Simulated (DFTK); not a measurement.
# InP (F-43m) in DFTK: notebook

The runs below take InP through band structure, equation of state, with r2SCAN, PBE, PBEsol.

All numbers are computed with DFTK 0.8.2; they aren't measurements. Logs are shortened: lines on timing, memory, paths and dates and some standing lists are left out, and cuts for length are marked.

**Experimental background.**

A printed reference work, data compilation reports, for a bulk crystal of InP at 1.6 K: band gap 1.4236 eV (direct).

The runs below are set against these values where they give the same quantity.

## Step 1: Starting point

It takes space group F-43m (No. 216, cubic). Conventional cell: a = 5.861 Å, b = 5.861 Å, c = 5.861 Å, α = 90.00°, β = 90.00°, γ = 90.00°. Around In (site symmetry -43m) lie 4 P at 2.54 Å. P (site symmetry -43m) has 4 In at 2.54 Å as nearest neighbours.

## Step 2: Band structure, r2SCAN

The input, run.jl:

```julia
using DFTK
using PseudoPotentialData
using Unitful, UnitfulAtomic
using LinearAlgebra, Printf
using AtomsBase
include("save.jl")
disable_threading()

cell = [[0.0, 2.9305, 2.9305],
        [2.9305, 0.0, 2.9305],
        [2.9305, 2.9305, 0.0]]u"Å"
system = periodic_system([:In => [0.0, 0.0, 0.0],
                          :P => [0.75, 0.75, 0.75]],
                         cell; fractional=true)
lattice   = austrip.(hcat(cell_vectors(system)...))
symbols   = atomic_symbol(system, :) .|> Symbol
positions = [lattice \ austrip.(position(system, i)) for i in 1:length(system)]
pseudopotentials = PseudoFamily("cp2k.nc.sr.pbe.v0_1.semicore.gth")
elements = Dict(s => ElementPsp(s, pseudopotentials) for s in unique(symbols))
atoms    = [elements[s] for s in symbols]

build_model(lattice, positions; symmetries=true) =
    model_DFT(lattice, atoms, positions;
              functionals=r2SCAN(),
              temperature=austrip(0.05u"eV"),
              smearing=Smearing.FermiDirac(),
              symmetries)
Ecut  = 56.0  # hartree
kgrid = [5, 5, 5]
tol   = 1e-6
to_GPa = ustrip(uconvert(u"GPa", 1u"hartree/bohr^3"))

model = build_model(lattice, positions)
basis = PlaneWaveBasis(model; Ecut, kgrid)
display(basis)
scfres = self_consistent_field(basis;
                               tol,
                               nbandsalg=AdaptiveBands(model; n_bands_converge=14))
display(scfres.energies)
@printf "Fermi level: %.6f eV\n" ustrip(auconvert(u"eV", something(scfres.εF, NaN)))
forces = compute_forces_cart(scfres)
println("Forces (eV/Å)")
for (s, f) in zip(symbols, forces)
    @printf "%-3s %12.6f %12.6f %12.6f\n" s ustrip.(auconvert.(u"eV/Å", f))...
end
stress = compute_stresses_cart(scfres)
println("Stress (GPa)")
display(round.(stress * to_GPa; digits=4))
println("Levels at the first k-point (eV): ", round.(ustrip.(auconvert.(u"eV", scfres.eigenvalues[1][1:scfres.n_bands_converge])); digits=4))
save_scf!(scfres; forces, stress)

points = Dict("G" => [0.0, 0.0, 0.0], "K" => [0.375, 0.375, 0.75], "L" => [0.5, 0.5, 0.5], "U" => [0.625, 0.25, 0.625], "W" => [0.5, 0.25, 0.75], "X" => [0.5, 0.0, 0.5])
segments = [("G", "X", 7), ("X", "W", 4), ("W", "K", 3), ("K", "G", 7), ("G", "L", 6), ("L", "U", 4), ("U", "W", 3), ("W", "L", 5), ("L", "K", 4), ("U", "X", 3)]
kcoords = vcat([[points[a] + t * (points[b] - points[a]) for t in range(0, 1, n)] for (a, b, n) in segments]...)
bands = compute_bands(scfres, ExplicitKpoints(kcoords); n_bands=16, tol=1e-5)
for (k, ε) in zip(bands.basis.kpoints, bands.eigenvalues)
    @printf "%d %8.4f %8.4f %8.4f " k.spin k.coordinate...
    println(join([@sprintf("%9.4f", e) for e in ustrip.(auconvert.(u"eV", ε .- scfres.εF))]))
end
results["band_energies"] = rows(bands.eigenvalues); results["band_kpoints"] = rows(kcoords)
```

Potentials or basis: cp2k.nc.sr.pbe.v0_1.semicore.gth (PBE, GTH).

Run with:

```sh
julia --threads=1 run.jl  # save.jl only writes the numbers to a file and isn't shown; printed stress counts tension as positive; times include loading and compiling
```

Output:

```text
PlaneWaveBasis discretization:

    Ecut                 : 56.0 Ha
    fft_size             : (60, 60, 60), 216000 total points
    kgrid                : MonkhorstPack([5, 5, 5])
    num.   red. kpoints  : 125
    num. irred. kpoints  : 14

    Discretized Model(mgga_x_r2scan+mgga_c_r2scan, 3D):
        lattice (in Bohr)    : [0         , 5.53784   , 5.53784   ]
                               [5.53784   , 0         , 5.53784   ]
                               [5.53784   , 5.53784   , 0         ]
        unit cell volume     : 339.67 Bohr³

        atoms                : InP
        pseudopot. family    : PseudoFamily("cp2k.nc.sr.pbe.v0_1.semicore.gth")

        num. electrons       : 18
        spin polarization    : none
        temperature          : 0.0018375 Ha
        smearing             : DFTK.Smearing.FermiDirac()

        terms                : Kinetic()
                               AtomicLocal()
                               AtomicNonlocal()
                               Ewald(nothing)
                               PspCorrection()
                               Hartree()
                               Xc(mgga_x_r2scan, mgga_c_r2scan)
                               Entropy()
n     Energy            log10(ΔE)   log10(Δρ)   log10(Δτ)   Diag   Δtime
---   ---------------   ---------   ---------   ---------   ----   ------
  1   -62.08987733322                    0.11        1.23    5.6    21.9s
┌ Warning: Exchange-correlation term: the kinetic energy density τ is smaller than the von Weizsäcker kinetic energy density τ_W somewhere. This can lead to unphysical results. This can be caused by pseudopotentials without a non-linear core correction for τ, a too small Ecut value or an unphysical initial guess for τ. This message is only logged once.
└ @ DFTK xc.jl:436
  2   -62.38499238596       -0.53       -0.78        0.46    3.0    16.0s
  3   -62.40858610918       -1.63       -1.28       -0.32    3.5    16.8s
  4   -62.40899339438       -3.39       -2.29       -1.25    1.2    9.68s
  5   -62.40901388329       -4.69       -2.82       -2.07    2.9    13.7s
  6   -62.40901531195       -5.85       -3.51       -2.44    2.0    14.0s
  7   -62.40901535314       -7.39       -3.89       -3.08    2.4    17.0s
  8   -62.40901536439       -7.95       -4.86       -3.40    2.0    17.7s
  9   -62.40901536442      -10.51       -5.00       -5.11    2.6    18.6s
 10   -62.40901536450      -10.12       -5.77       -4.66    1.7    16.3s
 11   -62.40901536450      -11.30       -6.53       -5.15    2.4    18.2s
Energy breakdown (in Ha):
    Kinetic             46.5277408
    AtomicLocal         -55.3259886
    AtomicNonlocal      -20.5019012
    Ewald               -44.8602021
    PspCorrection       1.5469286
    Hartree             18.8122930
    Xc                  -8.6078855
    Entropy             -0.0000004

    total               -62.409015364501
Fermi level: 5.022804 eV
Forces (eV/Å)
In      0.000000     0.000000    -0.000000
P       0.000000     0.000000    -0.000000
Stress (GPa)
3×3 StaticArraysCore.SMatrix{3, 3, Float64, 9} with indices SOneTo(3)×SOneTo(3):
 -0.5663   0.0      0.0
  0.0     -0.5663   0.0
  0.0      0.0     -0.5663
Levels at the first k-point (eV): [-9.4317, -9.4317, -9.4317, -9.2332, -9.2332, -7.5835, 4.6036, 4.6036, 4.6036, 5.387, 8.8539, 8.8539, 8.8539, 13.4301]
1   0.0000   0.0000   0.0000  -14.4545 -14.4545 -14.4545 -14.2560 -14.2560 -12.6063  -0.4192  -0.4192  -0.4192   0.3642   3.8311   3.8311   3.8311   8.4073   9.6727   9.6727
1   0.0833   0.0000   0.0833  -14.4806 -14.4463 -14.4463 -14.2592 -14.2532 -12.4855  -1.4058  -0.6952  -0.6952   1.3221   3.5038   4.2091   4.2091   8.6291   9.0163   9.7394
1   0.1667   0.0000   0.1667  -14.5424 -14.4239 -14.4239 -14.2693 -14.2456 -12.1420  -2.6854  -1.3010  -1.3010   2.3752   2.8761   5.1236   5.1236   7.3827   9.9339  10.3858
1   0.2500   0.0000   0.2500  -14.6122 -14.3925 -14.3925 -14.2849 -14.2351 -11.6175  -3.9505  -1.9417  -1.9417   2.2108   2.9173   6.2903   6.2903   7.0172  10.2361  12.0341
1   0.3333   0.0000   0.3333  -14.6712 -14.3601 -14.3601 -14.3017 -14.2246 -10.9734  -5.1386  -2.4665  -2.4665   1.8004   2.6395   7.5725   7.5725   7.7375  10.5977  13.3893
1   0.4167   0.0000   0.4167  -14.7097 -14.3359 -14.3359 -14.3144 -14.2169 -10.3410  -6.1084  -2.8041  -2.8041   1.6031   2.2014   8.7995   8.8589   8.8589  10.9200  13.0970
[... 38 lines left out ...]
1   0.5625   0.1250   0.5625  -14.7145 -14.3400 -14.3315 -14.3090 -14.2192 -10.0163  -6.4909  -3.3485  -2.8150   1.8316   2.6446   8.4295   8.7625   9.5272  10.9722  12.2472
1   0.5000   0.0000   0.5000  -14.7230 -14.3269 -14.3269 -14.3192 -14.2141 -10.0363  -6.5280  -2.9202  -2.9202   1.5689   2.0000   9.3498   9.6225   9.6225  11.0557  12.1963
```

Run time: 7.7 min. Hardware: 1 thread of Intel Xeon Platinum 8559C (Emerald Rapids), shared host; peak memory 2.1 GiB.

What came out:

```
Free energy             : -1698.2358 eV
Band gap on the k mesh  : 0.78 eV, direct
Band gap along the path : 0.78 eV, direct
```

Levels at the corners of the path, in eV from the valence-band top:
| point | band 7 | band 8 | band 9 | band 10 | band 11 | band 12 |
| --- | --- | --- | --- | --- | --- | --- |
| Γ | 0.00 | 0.00 | 0.00 | 0.78 | 4.25 | 4.25 |
| X | -6.11 | -2.50 | -2.50 | 1.99 | 2.42 | 9.77 |
| W | -5.97 | -3.12 | -3.10 | 4.57 | 4.65 | 5.89 |
| K | -5.97 | -3.49 | -2.10 | 2.56 | 4.65 | 7.93 |
| Γ | 0.00 | 0.00 | 0.00 | 0.78 | 4.25 | 4.25 |
| L | -6.07 | -1.07 | -1.07 | 1.59 | 5.09 | 5.09 |
| U | -5.97 | -3.49 | -2.10 | 2.56 | 4.65 | 7.93 |
| W | -5.97 | -3.12 | -3.10 | 4.57 | 4.65 | 5.89 |
| L | -6.07 | -1.07 | -1.07 | 1.59 | 5.09 | 5.09 |
| K | -5.97 | -3.49 | -2.10 | 2.56 | 4.65 | 7.93 |
| U | -5.97 | -3.49 | -2.10 | 2.56 | 4.65 | 7.93 |
| X | -6.11 | -2.50 | -2.50 | 1.99 | 2.42 | 9.77 |

Caveat: the cutoff is short for these potentials, so energies and forces aren't converged, fitted volumes are rough and the log's stress (off by 3 to 10 GPa or more in trials) isn't used; the program warned that the kinetic-energy density falls under its von Weizsäcker bound, which can give unphysical results; the potentials were made for another functional, which shifts forces and pressure; spin-orbit coupling is left out, which moves the levels of the heavy elements.

## Step 3: Band structure, PBE

run.jl, as its differences from that of step 2:

```diff
@@ -4,3 +4,2 @@
 using LinearAlgebra, Printf
-using AtomsBase
 include("save.jl")
@@ -8,13 +7,11 @@
 
-cell = [[0.0, 2.9305, 2.9305],
-        [2.9305, 0.0, 2.9305],
-        [2.9305, 2.9305, 0.0]]u"Å"
-system = periodic_system([:In => [0.0, 0.0, 0.0],
-                          :P => [0.75, 0.75, 0.75]],
-                         cell; fractional=true)
-lattice   = austrip.(hcat(cell_vectors(system)...))
-symbols   = atomic_symbol(system, :) .|> Symbol
-positions = [lattice \ austrip.(position(system, i)) for i in 1:length(system)]
-pseudopotentials = PseudoFamily("cp2k.nc.sr.pbe.v0_1.semicore.gth")
-elements = Dict(s => ElementPsp(s, pseudopotentials) for s in unique(symbols))
+# lattice vectors are the columns
+lattice = austrip(1u"Å") * [           0.0         2.9305         2.9305;
+                   2.9305            0.0         2.9305;
+                   2.9305         2.9305            0.0]
+symbols   = [:In, :P]
+positions = [[0.0, 0.0, 0.0],
+             [0.75, 0.75, 0.75]]
+pseudopotentials = Dict(:In => "In.upf", :P => "P.upf")
+elements = Dict(s => ElementPsp(s, pseudopotentials; rcut=10.0) for s in unique(symbols))
 atoms    = [elements[s] for s in symbols]
@@ -23,3 +20,3 @@
     model_DFT(lattice, atoms, positions;
-              functionals=r2SCAN(),
+              functionals=PBE(),
               temperature=austrip(0.05u"eV"),
@@ -27,4 +24,4 @@
               symmetries)
-Ecut  = 56.0  # hartree
-kgrid = [5, 5, 5]
+Ecut  = 30.0  # hartree
+kgrid = [8, 8, 8]
 tol   = 1e-6
```

Potentials or basis: SPMS 1.0 (PBE).

Run with:

```sh
julia --threads=1 run.jl  # save.jl only writes the numbers to a file and isn't shown; printed stress counts tension as positive; times include loading and compiling
```

Output:

```text
PlaneWaveBasis discretization:

    Ecut                 : 30.0 Ha
    fft_size             : (45, 45, 45), 91125 total points
    kgrid                : MonkhorstPack([8, 8, 8])
    num.   red. kpoints  : 512
    num. irred. kpoints  : 43

    Discretized Model(gga_x_pbe+gga_c_pbe, 3D):
        lattice (in Bohr)    : [0         , 5.53784   , 5.53784   ]
                               [5.53784   , 0         , 5.53784   ]
                               [5.53784   , 5.53784   , 0         ]
        unit cell volume     : 339.67 Bohr³

        atoms                : InP
        atom potentials      : ElementPsp(:In, "In.upf")
                               ElementPsp(:P, "P.upf")

        num. electrons       : 18
[... 28 lines left out ...]
    AtomicNonlocal      -12.0313280
    Ewald               -44.8602021
    PspCorrection       2.2936640
    Hartree             15.3390806
    Xc                  -19.5090664
    Entropy             -0.0000002

    total               -68.387071143423
Fermi level: 4.496470 eV
Forces (eV/Å)
In      0.000000     0.000000     0.000000
P      -0.000000    -0.000000    -0.000000
Stress (GPa)
3×3 StaticArraysCore.SMatrix{3, 3, Float64, 9} with indices SOneTo(3)×SOneTo(3):
 -3.5125  -0.0      0.0
  0.0     -3.5125   0.0
  0.0     -0.0     -3.5125
Levels at the first k-point (eV): [-10.1542, -10.1542, -10.1542, -10.0049, -10.0049, -7.4074, 4.1098, 4.1098, 4.1098, 4.8205, 8.2048, 8.2048, 8.2048, 12.6959]
1   0.0000   0.0000   0.0000  -14.6506 -14.6506 -14.6506 -14.5014 -14.5014 -11.9039  -0.3867  -0.3867  -0.3867   0.3240   3.7083   3.7083   3.7083   8.1994   9.0300   9.0300
1   0.0833   0.0000   0.0833  -14.6655 -14.6440 -14.6440 -14.5040 -14.4991 -11.7980  -1.3311  -0.6400  -0.6400   1.2499   3.3841   4.0577   4.0577   8.0749   8.7784   9.0964
1   0.1667   0.0000   0.1667  -14.7034 -14.6258 -14.6258 -14.5120 -14.4928 -11.4901  -2.5373  -1.1996  -1.1996   2.2715   2.7468   4.9088   4.9088   6.8822   9.2907  10.1324
1   0.2500   0.0000   0.2500  -14.7500 -14.6003 -14.6003 -14.5243 -14.4841 -11.0090  -3.7249  -1.7941  -1.7941   2.1023   2.7521   6.0019   6.0019   6.5534   9.5938  11.7383
1   0.3333   0.0000   0.3333  -14.7922 -14.5743 -14.5743 -14.5376 -14.4755 -10.4100  -4.8391  -2.2818  -2.2818   1.6689   2.4678   7.2116   7.2116   7.2796   9.9593  13.0104
1   0.4167   0.0000   0.4167  -14.8211 -14.5548 -14.5548 -14.5478 -14.4691  -9.8199  -5.7469  -2.5956  -2.5956   1.4393   2.0543   8.3183   8.4417   8.4417  10.2892  12.3140
[... 38 lines left out ...]
1   0.5625   0.1250   0.5625  -14.8231 -14.5598 -14.5513 -14.5423 -14.4709  -9.5200  -6.0987  -3.1307  -2.6046   1.6548   2.4884   8.0217   8.3337   9.0288  10.3710  11.6006
1   0.5000   0.0000   0.5000  -14.8313 -14.5517 -14.5476 -14.5476 -14.4668  -9.5367  -6.1381  -2.7034  -2.7034   1.3799   1.8772   8.8513   9.1975   9.1975  10.4298  11.4322
```

Wall time 2.9 min (1 thread of Intel Xeon Platinum 8559C (Emerald Rapids), shared host); peak memory 1.8 GiB.

Results:

```
Free energy             : -1860.9070 eV
Band gap on the k mesh  : 0.71 eV, direct
Band gap along the path : 0.71 eV, direct
```

Levels at the corners of the path, in eV from the valence-band top:
```
point  band 7  band 8  band 9  band 10  band 11  band 12
    Γ    0.00    0.00    0.00     0.71     4.10     4.10
    X   -5.75   -2.32   -2.32     1.77     2.26     9.24
    W   -5.60   -2.95   -2.91     4.30     4.38     5.58
    K   -5.61   -3.30   -1.94     2.36     4.40     7.53
    Γ    0.00    0.00    0.00     0.71     4.10     4.10
    L   -5.73   -0.97   -0.97     1.50     4.81     4.81
    U   -5.61   -3.30   -1.94     2.36     4.40     7.53
    W   -5.60   -2.95   -2.91     4.30     4.38     5.58
    L   -5.73   -0.97   -0.97     1.50     4.81     4.81
    K   -5.61   -3.30   -1.94     2.36     4.40     7.53
    U   -5.61   -3.30   -1.94     2.36     4.40     7.53
    X   -5.75   -2.32   -2.32     1.77     2.26     9.24
```

Caveat: the cutoff is short for these potentials, so energies and forces aren't converged, fitted volumes are rough and the log's stress (off by 3 to 10 GPa or more in trials) isn't used; spin-orbit coupling is left out, which moves the levels of the heavy elements.

(Continued in part 2 of 2.)
